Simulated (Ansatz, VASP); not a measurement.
## Ga3Sb3H10 (GaSb wire along [100], 6 atoms a period, H-terminated) in two plane-wave programs

Aim: how closely do two programs agree when they are given the same cell, functional and k mesh? The structure shown is the start of the Ansatz relaxation below; VASP solves that cell, so the two are compared at the walk's first step.

Calculated with Ansatz 0.2.0; plane waves, with VASP 6.6.1 beside it; single point at PBE.

## 1. The starting structure

The cell holds 16 atoms: 3 Ga, 10 H and 3 Sb. Cell: a = 13.380 Å, b = 13.380 Å, c = 6.210 Å, α = 90.0°, β = 90.0°, γ = 90.0°. Vacuum lies along a and b. The structure's axis is c.

## 2. Ansatz: relaxation, PBE

Ansatz runs on its PAW soft_1 files.

The two programs are compared at the cell with which this relaxation starts, whose forces are those of its first step.

File input.yaml:

```yaml
crystal:
  lattice:
    - [13.38, 0.0, 0.0]
    - [0.0, 13.38, 0.0]
    - [0.0, 0.0, 6.21]
  atoms:
    - { symbol: Ga, position: [0.554350779, 0.554350779, 0.0] }
    - { symbol: H, position: [0.362806461, 0.362806461, 0.087300649] }
    - { symbol: H, position: [0.622528165, 0.622528165, 0.146894271] }
    - { symbol: Sb, position: [0.438319389, 0.438319389, 0.25] }
    - { symbol: H, position: [0.254110613, 0.622528165, 0.353105729] }
    - { symbol: H, position: [0.622528165, 0.254110613, 0.353105729] }
    - { symbol: Ga, position: [0.322287999, 0.554350779, 0.5] }
    - { symbol: Ga, position: [0.554350779, 0.322287999, 0.5] }
    - { symbol: H, position: [0.513832317, 0.745895097, 0.587300649] }
    - { symbol: H, position: [0.745895097, 0.513832317, 0.587300649] }
    - { symbol: H, position: [0.254110613, 0.486173393, 0.646894271] }
    - { symbol: H, position: [0.486173393, 0.254110613, 0.646894271] }
    - { symbol: Sb, position: [0.438319389, 0.670382169, 0.75] }
    - { symbol: Sb, position: [0.670382169, 0.438319389, 0.75] }
    - { symbol: H, position: [0.362806461, 0.745895097, 0.912699351] }
    - { symbol: H, position: [0.745895097, 0.362806461, 0.912699351] }
kpoints:
  mp_grid: { grid: [1, 1, 13] }
scf:
  occupations: { method: fermi_dirac, width: 0.05 }
hamiltonian:
  xc: pbe
  pseudopotentials: { kind: paw, azcp: { folder: soft_1 } }
relax:
  cell: { fix: [a, b, alpha, beta, gamma] }
  max_steps: 45
  f_tol: 0.03
```

Command:

```bash
> ansatz run input.yaml --threads 4 --pin off --max-ram 16384MiB --backend cpu --events-out ev --progress --plain --runs-dir out
```

Numbers of over 12 decimals in the logs are rounded to 6 here.

Log:

```text
Engine: ansatz 0.2.0, x86_64-unknown-linux-gnu
Pseudopotentials: kind: paw
Pseudopotential: Ga, paw, valence charge 13, recommended cutoff 420 eV (normal), soft_1/Ga.paw.azcp
Pseudopotential: H, paw, valence charge 1, recommended cutoff 420 eV (normal), soft_1/H.paw.azcp
Pseudopotential: Sb, paw, valence charge 15, recommended cutoff 420 eV (normal), soft_1/Sb.paw.azcp
Functional definition: PBE
  parameter kappa = 0.804
  parameter beta = 0.066725
  exchange = pbe_x(kappa = kappa, mu = beta*pi^2/3)
  correlation = pbe_c(beta = beta)
Crystal: 16 atoms, lattice volume = 1111.742 Å³
Basis set: ecut = 420 eV, 21785 PW (Γ), exchange–correlation on 180×180×90 points (8 copies of the dense FFT grid, shifted against one another)
Bands: 63, of which v1, the nominal top of the filled ones, is band 47 counted from 1 (46 counted from 0)
Symmetry: 2 space group operations
Space group: Cm (ITA 8), of the structure as read, at distance tolerance 1.0e-4 Å
k-points: 7 of 13 (time reversal used)
Non-local potential: Ga, projectors of the file, l = 0: 2, l = 1: 2, l = 2: 3, l = 3: 1
Non-local potential: H, projectors of the file, l = 0: 2, l = 1: 1
Non-local potential: Sb, projectors of the file, l = 0: 2, l = 1: 2, l = 2: 2, l = 3: 1
PAW form: soft (Blöchl's): semilocal exchange-correlation on the pseudo side does not see the compensation charge
PAW one-centre angular grid: Ga, 590 points (default); XC on 64 Gauss nodes
PAW one-centre angular grid: H, 110 points (default); XC on 64 Gauss nodes
PAW one-centre angular grid: Sb, 590 points (default); XC on 64 Gauss nodes
Initial density: superposition of atomic densities (neutral atoms: chi_scale 0, normalization atom)
Initial wavefunctions: pseudopotential atomic-orbital guess
Functional: x = pbe(κ = 0.804, μ = 0.219515), c = pbe(β = 0.066725)
SCF iter   1: F=—  HF=-30961.130655 eV  |F-HF|=—  |Δ(HF+E_count)|=         —  Δρ=2.89e-2  dr2=9.54e0  ethr=3.10e-3  ⟨swp⟩=7.9  Hψ=2104  notcnv=0  defer=10
preconditioner: auto → Resta (q_TF=auto, 1.808 Å⁻¹)  ε∞=1.4  [insulator: Δε(μ)=3.523 eV  Ē_g=13.301 eV  σ=0.050 eV  W_gap=1.00  n_scr=118 (ndim 8)  ℏωp=8.9 eV  f_vac=0.650  D(μ)=0.00/eV (n_scr^D=0)  ε∞_Penn≈1.4  vacuum switching on, ρ_ref=1.3e-2 e/Å³]
SCF iter   2: F=—  HF=-30958.369676 eV  |F-HF|=—  |Δ(HF+E_count)|=    2.76e0  Δρ=1.08e-2  dr2=1.33e0  ethr=3.10e-3  ⟨swp⟩=3.4  Hψ=848  notcnv=0  defer=53
SCF iter   3: F=—  HF=-30958.069880 eV  |F-HF|=—  |Δ(HF+E_count)|=   3.00e-1  Δρ=3.12e-3  dr2=2.16e-1  ethr=1.42e-3  ⟨swp⟩=3.0  Hψ=701  notcnv=0  defer=64
SCF iter   4: F=—  HF=-30958.022747 eV  |F-HF|=—  |Δ(HF+E_count)|=   4.71e-2  Δρ=1.18e-3  dr2=1.47e-2  ethr=2.29e-4  ⟨swp⟩=3.7  Hψ=710  notcnv=0  defer=64
SCF iter   5: F=—  HF=-30958.022205 eV  |F-HF|=—  |Δ(HF+E_count)|=   5.42e-4  Δρ=4.07e-4  dr2=1.01e-3  ethr=1.56e-5  ⟨swp⟩=2.9  Hψ=743  notcnv=0  defer=58
SCF iter   6: F=—  HF=-30958.022539 eV  |F-HF|=—  |Δ(HF+E_count)|=   3.34e-4  Δρ=1.36e-4  dr2=1.54e-4  ethr=1.07e-6  ⟨swp⟩=2.3  Hψ=682  notcnv=0  defer=53
SCF iter   7: F=—  HF=-30958.022577 eV  |F-HF|=—  |Δ(HF+E_count)|=   3.77e-5  Δρ=2.97e-5  dr2=9.58e-6  ethr=1.64e-7  ⟨swp⟩=2.0  Hψ=612  notcnv=0  defer=53
SCF iter   8: F=—  HF=-30958.022510 eV  |F-HF|=—  |Δ(HF+E_count)|=   6.74e-5  Δρ=9.83e-6  dr2=7.19e-7  ethr=1.02e-8  ⟨swp⟩=2.0  Hψ=608  notcnv=0  defer=53
SCF iter   9: F=—  HF=-30958.022510 eV  |F-HF|=—  |Δ(HF+E_count)|=   7.18e-7  Δρ=3.07e-6  dr2=1.16e-7  ethr=1.06e-10  ⟨swp⟩=5.0  Hψ=1580  notcnv=0
SCF iter  10: F=-30958.022510 eV  HF=-30958.022510 eV  |F-HF|=4.07e-9  |Δ(HF+E_count)|=   1.41e-7  Δρ=1.26e-6  dr2=1.60e-8  ethr=1.06e-10  ⟨swp⟩=5.0  Hψ=1530  notcnv=0
SCF 1 converged in 10 iterations: F = -30958.022510 eV  dr2 = 1.60e-8
  greatest PAW one-centre occupation: 0.995 electrons in one spin orbital (limit 2), on the Sb atom at site 13 (counted from 0), in its partial waves of l = 2
relax step   1: F+E_penalty+E_count = -30958.02251038 eV  Δ(F+E_penalty+E_count) = +0.000e0 eV  max|allowed force component| = 9.588e-1 eV/Å  Δτ_max = 0.0000 Å  P = -0.376 GPa  Ω = 1111.742 Å³  fix = [a, b, alpha, beta, gamma]  reactions: a -0.381, b -0.381 GPa; alpha -0.099, beta -0.099, gamma +0.095 GPa/rad  (10 SCF iters, dr2 threshold 1.00e-7 eV, accepted)
[...]
relax step   6: F+E_penalty+E_count = -30958.71503385 eV  Δ(F+E_penalty+E_count) = -3.655e-3 eV  max|allowed force component| = 3.457e-2 eV/Å  Δτ_max = 0.0509 Å  P = +0.015 GPa  Ω = 1115.052 Å³  energy of the carried Pulay correction = -3.541e-4 eV  fix = [a, b, alpha, beta, gamma]  reactions: a +0.013, b +0.013 GPa; alpha -0.004, beta -0.004, gamma -0.003 GPa/rad  (7 SCF iters, dr2 threshold 9.89e-8 eV, accepted)
[...]
relax step   7: F+E_penalty+E_count = -30958.71619479 eV  Δ(F+E_penalty+E_count) = -1.161e-3 eV  max|allowed force component| = 2.748e-2 eV/Å  Δτ_max = 0.0512 Å  P = -0.001 GPa  Ω = 1117.962 Å³  energy of the carried Pulay correction = -6.644e-4 eV  fix = [a, b, alpha, beta, gamma]  reactions: a -0.007, b -0.007 GPa; alpha -0.015, beta -0.015, gamma -0.005 GPa/rad  (6 SCF iters, dr2 threshold 7.47e-8 eV, accepted)
[...]
relax step   8: F+E_penalty+E_count = -30958.71681889 eV  Δ(F+E_penalty+E_count) = -6.241e-4 eV  max|allowed force component| = 2.744e-2 eV/Å  Δτ_max = 0.0000 Å  P = -0.000 GPa  Ω = 1117.962 Å³  fix = [a, b, alpha, beta, gamma]  reactions: a -0.006, b -0.006 GPa; alpha -0.015, beta -0.015, gamma -0.005 GPa/rad  stress off target by 1.16e-2 GPa on what of the cell is left free  SCF on the basis re-selected at this cell (its energy is not comparable with the rows above)  (7 SCF iters)
basis re-selected at this cell: Δ(F+E_penalty+E_count) = -6.241e-4 eV, ΔP = +0.000 GPa vs the last step (what re-selecting the basis moved, of the pressure what is left beyond the Pulay correction that the steps carried, after the strain that the cell walked since its last selection, with what the two solves' SCF thresholds leave and, on support functions, any second-order correction that the steps lacked; it is no m [...]
SCF converged after 7 iterations
Free energy (F): -30958.716819 eV
Harris-Foulkes:  -30958.716819 eV  (|F-HF|=4.37e-11)
Internal energy: -30958.716819 eV  (E = F + TS)
E sigma→0 (E₀):  -30958.716819 eV
Fermi energy:    -2.198280 eV
--- Per-component energies (eV) ---
  E_band       = -1702.303747
  E_kinetic    = 949.892578
  E_local      = -30601.434188  (includes V_loc(G=0)·N_el)
  E_nonlocal   = 901.323218
  E_hartree    = 14952.372130
  E_xc         = -566.496798
  E_vxc        = -543.167401  (∫ρ·V_xc dr)
  E_paw        = -19619.427258  (= ΣΔE_a)
  E_vpaw       = -2313.653169  (= ΣTr[D̂ρ^β])
  E_aug_tail   = -0.009475  (compensation charges beyond the density's cutoff)
  E_ewald      = 3025.062974
  E_smearing   = -0.000000  (= −TS)
  E_closure    = 0.000000  (closes the sum)
  Σ components = -30958.716819   (vs F -30958.716819, Δ=0.00e0)
--- Forces (eV/Å), atoms counted from 1 ---
  atom   1  Ga    -0.02744194    -0.02744194    -0.01734407
  atom   2  H     -0.00817004    -0.00817004    -0.00377849
  atom   3  H      0.01937337     0.01937337     0.01688073
  atom   4  Sb     0.01194751     0.01194751    -0.00570182
  atom   5  H      0.00848286    -0.00923954     0.00339310
  atom   6  H     -0.00923954     0.00848286     0.00339310
  atom   7  Ga    -0.01644833    -0.00671420    -0.00433716
  atom   8  Ga    -0.00671420    -0.01644833    -0.00433716
  atom   9  H      0.00050861    -0.00132456     0.00994462
  atom  10  H     -0.00132456     0.00050861     0.00994462
  atom  11  H      0.00903200     0.01433901    -0.01030133
  atom  12  H      0.01433901     0.00903200    -0.01030133
  atom  13  Sb     0.00588022     0.00265416     0.00683816
  atom  14  Sb     0.00265416     0.00588022     0.00683816
  atom  15  H      0.00026559    -0.00314337    -0.00056591
  atom  16  H     -0.00314337     0.00026559    -0.00056591
  max |Σ_I F_I| component: 1.35e-6 eV/Å
--- Stress (GPa, compression-positive) ---
       -0.006248       0.004720       0.015236
        0.004720      -0.006248       0.015236
        0.015236       0.015236       0.011589
  P = ⅓ Tr σ = -0.0003 GPa (-0.003 kbar)
--- Relaxed structure (7 steps of the walk, 7 accepted, 1 SCFs on fresh bases) ---
  F+E_penalty+E_count = -30958.71681889 eV   max|allowed force component| = 2.744e-2 eV/Å   (the final SCF, on the basis selected at the relaxed cell)
  cell:  # Å, volume = 1117.9618 Å³
    - [13.38, 0, 0]
    - [0, 13.38, 0]
    - [0, 0, 6.244745]
  atoms:
    - { symbol: Ga, position: [0.561025, 0.561025, 0.024766] }
    - { symbol: H, position: [0.382442, 0.382442, 0.089987] }
    - { symbol: H, position: [0.634705, 0.634705, 0.137385] }
    - { symbol: Sb, position: [0.448420, 0.448420, 0.277685] }
    - { symbol: H, position: [0.263771, 0.637142, 0.330107] }
    - { symbol: H, position: [0.637142, 0.263771, 0.330107] }
    - { symbol: Ga, position: [0.306787, 0.555338, 0.482719] }
    - { symbol: Ga, position: [0.555338, 0.306787, 0.482719] }
    - { symbol: H, position: [0.501066, 0.738371, 0.617487] }
    - { symbol: H, position: [0.738371, 0.501066, 0.617487] }
    - { symbol: H, position: [0.244637, 0.484389, 0.629619] }
    - { symbol: H, position: [0.484389, 0.244637, 0.629619] }
    - { symbol: Sb, position: [0.432689, 0.651941, 0.756668] }
    - { symbol: Sb, position: [0.651941, 0.432689, 0.756668] }
    - { symbol: H, position: [0.369422, 0.736553, 0.910586] }
    - { symbol: H, position: [0.736553, 0.369422, 0.910586] }
```

[end of part 1 of 2]

[Lines on the potential files, build, host, timing and source positions are cut from VASP's logs without a mark.]

[Logs are printed without paths, hosts, clocks, repeated set-up lines and the standing remarks that a program may print on its own settings, such as how far it seeks lower states.]

[Hosts, paths, dates, database ids (printed as entryN), source tags and the programs' standing remarks are cut or masked in the printed files.]
